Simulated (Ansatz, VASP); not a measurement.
# TiO2 in VASP and in Ansatz

File INCAR:

```
SYSTEM = TiO2
PREC     = Accurate       ! precision mode
ENCUT    = 600            ! plane-wave cutoff, eV
EDIFF    = 1E-7           ! SCF threshold, eV
ISMEAR   = 0              ! smearing method
SIGMA    = 0.02           ! smearing width, eV
LREAL    = .False.        ! projectors in reciprocal space
LASPH    = .True.         ! aspherical terms in the spheres
NELM     = 100            ! most SCF steps
ALGO     = Normal         ! electronic algorithm
ISIF     = 3              ! what is computed and relaxed
LWAVE    = .False.        ! write WAVECAR
LCHARG   = .False.        ! write CHGCAR
GGA      = PE             ! functional
IBRION   = 2              ! ionic algorithm
NSW      = 100            ! ionic steps
EDIFFG   = -0.01          ! ionic threshold
```

The input KPOINTS:

```
Automatic mesh
0
Gamma
  6 6 6
  0 0 0
```

The input POSCAR:

```
TiO2
1.0
    0.0000000000      4.2011486029      4.2011486029
    4.2011486029      0.0000000000      4.2011486029
    4.2011486029      4.2011486029      0.0000000000
Ti O
2 4
Direct
    0.7500000000      0.7500000000      0.7500000000
    0.5000000000      0.5000000000      0.5000000000
    0.6250000000      0.6250000000      0.6250000000
    0.6250000000      0.6250000000      0.1250000000
    0.6250000000      0.1250000000      0.6250000000
    0.1250000000      0.6250000000      0.6250000000
```

Input for Ansatz:

```yaml
crystal:
  lattice:
    - [0.0, 4.2011486029, 4.2011486029]
    - [4.2011486029, 0.0, 4.2011486029]
    - [4.2011486029, 4.2011486029, 0.0]
  atoms:
    - { symbol: Ti, position: [0.75, 0.75, 0.75] }
    - { symbol: Ti, position: [0.5, 0.5, 0.5] }
    - { symbol: O, position: [0.625, 0.625, 0.625] }
    - { symbol: O, position: [0.625, 0.625, 0.125] }
    - { symbol: O, position: [0.625, 0.125, 0.625] }
    - { symbol: O, position: [0.125, 0.625, 0.625] }
basis:
  ecutwfc: 420
kpoints:
  mp_grid: { grid: [6, 6, 6] }
hamiltonian:
  xc: pbe
scf:
  occupations: { method: gaussian, width: 0.02 }
output:
  forces: true
  stress: true
  eigenvalues: true
relax:
  adjacent_minimum: "off"
  f_tol: 0.01
  max_steps: 80
  cell: { stress_tol: 0.05 }
```

Alike in both runs: task relaxation of cell and atoms; functional PBE; k mesh 6 × 6 × 6; occupations gaussian, width 0.02 eV; no spin polarisation.

|  | VASP | Ansatz |
| --- | --- | --- |
| version | VASP 6.6.1 | Ansatz 0.2.0 |
| potentials or method | VASP PAW PBE potentials, release 64 (Ti_sv, O) | scalar-relativistic, plane waves, PAW |
| plane-wave cutoff (eV) | 600 | 420 |
| valence electrons in the cell | 48 | 48 |

```tsv
	VASP	Ansatz	Ansatz less VASP
gap on the k mesh at the Fermi level, each at its own relaxed structure (eV)	3.24	3.27	+0.035
relaxed volume (Å³/atom)	24.70	24.65	-0.052
relaxed cell length with the largest relative difference (Å)	5.940	5.936	-0.0042
```

A k mesh can miss the band edges.
